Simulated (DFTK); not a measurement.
# SiC (Moissanite 3C) (F-43m) in DFTK: reference runs

How does SiC (Moissanite 3C) come out in PBEsol? The cell is run as given.

Everything below comes from runs of DFTK 0.8.2. Logs are shortened: lines on timing, memory, paths and dates and some standing lists are left out, and cuts for length are marked.

**The experiment to reproduce.**

From “Insight into the structural, elastic and electronic properties of a new orthorhombic 6O-SiC polytype”, 2020, pmc:7200658, for a bulk crystal of SiC: band gap 2.4 eV (indirect).

The runs below are set against these values where they give the same quantity.

### Step 1. The structure

Symmetry: F-43m, No. 216, cubic system. Conventional cell: a = 4.358 Å, b = 4.358 Å, c = 4.358 Å, α = 90.00°, β = 90.00°, γ = 90.00°. Si (site symmetry -43m) has 4 C at 1.89 Å as nearest neighbours. C (site symmetry -43m) is surrounded by 4 Si at 1.89 Å.

### Step 2. Single point, PBEsol

File run.jl:

```julia
using DFTK
using PseudoPotentialData
using Unitful, UnitfulAtomic
using LinearAlgebra, Printf
include("save.jl")
disable_threading()

# lattice vectors are the columns
lattice = austrip(1u"Å") * [           0.0          2.179          2.179;
                    2.179            0.0          2.179;
                    2.179          2.179            0.0]
symbols   = [:Si, :C]
positions = [[0.0, 0.0, 0.0],
             [0.75, 0.75, 0.75]]
pseudopotentials = PseudoFamily("dojo.nc.sr.pbesol.v0_4_1.standard.upf")
elements = Dict(s => ElementPsp(s, pseudopotentials) for s in unique(symbols))
atoms    = [elements[s] for s in symbols]

build_model(lattice, positions; symmetries=true) =
    model_DFT(lattice, atoms, positions;
              functionals=PBEsol(),
              temperature=austrip(0.05u"eV"),
              smearing=Smearing.FermiDirac(),
              symmetries)
Ecut  = 41.0  # hartree
kgrid = [10, 10, 10]
tol   = 1e-6
to_GPa = ustrip(uconvert(u"GPa", 1u"hartree/bohr^3"))

model = build_model(lattice, positions)
basis = PlaneWaveBasis(model; Ecut, kgrid)
display(basis)
scfres = self_consistent_field(basis;
                               tol,
                               nbandsalg=AdaptiveBands(model; n_bands_converge=9))
display(scfres.energies)
@printf "Fermi level: %.6f eV\n" ustrip(auconvert(u"eV", something(scfres.εF, NaN)))
forces = compute_forces_cart(scfres)
println("Forces (eV/Å)")
for (s, f) in zip(symbols, forces)
    @printf "%-3s %12.6f %12.6f %12.6f\n" s ustrip.(auconvert.(u"eV/Å", f))...
end
stress = compute_stresses_cart(scfres)
println("Stress (GPa)")
display(round.(stress * to_GPa; digits=4))
println("Levels at the first k-point (eV): ", round.(ustrip.(auconvert.(u"eV", scfres.eigenvalues[1][1:scfres.n_bands_converge])); digits=4))
save_scf!(scfres; forces, stress)
```

Potentials or basis: dojo.nc.sr.pbesol.v0_4_1.standard.upf (PBEsol).

Started as:

```console
> julia --threads=1 run.jl  # save.jl only writes the numbers to a file and isn't shown; printed stress counts tension as positive; times include loading and compiling
```

Log:

```text
PlaneWaveBasis discretization:

    Ecut                 : 41.0 Ha
    fft_size             : (36, 36, 36), 46656 total points
    kgrid                : MonkhorstPack([10, 10, 10])
    num.   red. kpoints  : 1000
    num. irred. kpoints  : 73

    Discretized Model(gga_x_pbe_sol+gga_c_pbe_sol, 3D):
        lattice (in Bohr)    : [0         , 4.11771   , 4.11771   ]
                               [4.11771   , 0         , 4.11771   ]
                               [4.11771   , 4.11771   , 0         ]
        unit cell volume     : 139.64 Bohr³

        atoms                : CSi
        pseudopot. family    : PseudoFamily("dojo.nc.sr.pbesol.v0_4_1.standard.upf")

        num. electrons       : 8
        spin polarization    : none
        temperature          : 0.0018375 Ha
        smearing             : DFTK.Smearing.FermiDirac()

        terms                : Kinetic()
                               AtomicLocal()
                               AtomicNonlocal()
                               Ewald(nothing)
                               PspCorrection()
                               Hartree()
                               Xc(gga_x_pbe_sol, gga_c_pbe_sol)
                               Entropy()
n     Energy            log10(ΔE)   log10(Δρ)   Diag   Δtime
---   ---------------   ---------   ---------   ----   ------
  1   -10.17090064117                   -0.59    4.5    4.71s
  2   -10.25233723197       -1.09       -1.21    2.2    3.37s
  3   -10.25599936535       -2.44       -1.84    2.1    3.06s
  4   -10.25608805715       -4.05       -2.59    2.0    2.87s
  5   -10.25609798850       -5.00       -3.69    2.1    3.00s
  6   -10.25609802763       -7.41       -4.16    3.0    2.51s
  7   -10.25609802872       -8.96       -5.02    2.0    2.70s
  8   -10.25609802878      -10.23       -5.81    2.9    3.20s
  9   -10.25609802878      -12.11       -6.75    2.5    3.01s
Energy breakdown (in Ha):
    Kinetic             5.8688283
    AtomicLocal         -4.0513708
    AtomicNonlocal      0.2995514
    Ewald               -10.4656109
    PspCorrection       0.6997484
    Hartree             1.1460683
    Xc                  -3.7533127
    Entropy             -0.0000000

    total               -10.256098028782
Fermi level: 7.678840 eV
Forces (eV/Å)
Si     -0.000000    -0.000000    -0.000000
C       0.000000     0.000000     0.000000
Stress (GPa)
3×3 StaticArraysCore.SMatrix{3, 3, Float64, 9} with indices SOneTo(3)×SOneTo(3):
 0.1398  -0.0     -0.0
 0.0      0.1398   0.0
 0.0      0.0      0.1398
Levels at the first k-point (eV): [-8.3754, 7.0587, 7.0587, 7.0587, 13.2331, 14.2953, 14.2953, 14.2953, 21.5283]
```

Run time: 79 s. Hardware: 1 thread of Intel Xeon 6975P-C (Granite Rapids), shared host; peak memory 1.7 GiB.

Results:

```yaml
Free_energy: -279.0826 eV
Pressure: -0.1 GPa
Band_gap_on_the_k_mesh: 1.24 eV, indirect (least direct gap 4.46 eV)
```

### Step 3. How close it comes

Step 2. Measured gap of SiC: 2.4 eV (indirect; quoted in “Insight into the structural, elastic and electronic properties of a new orthorhombic 6O-SiC polytype”, 2020, pmc:7200658). This calculation gives 1.24 eV (-1.16 eV). The value is that of PBEsol on a finite k mesh, which can miss the band edges, without temperature or zero-point motion. Semilocal functionals fall short of measured gaps as a rule.
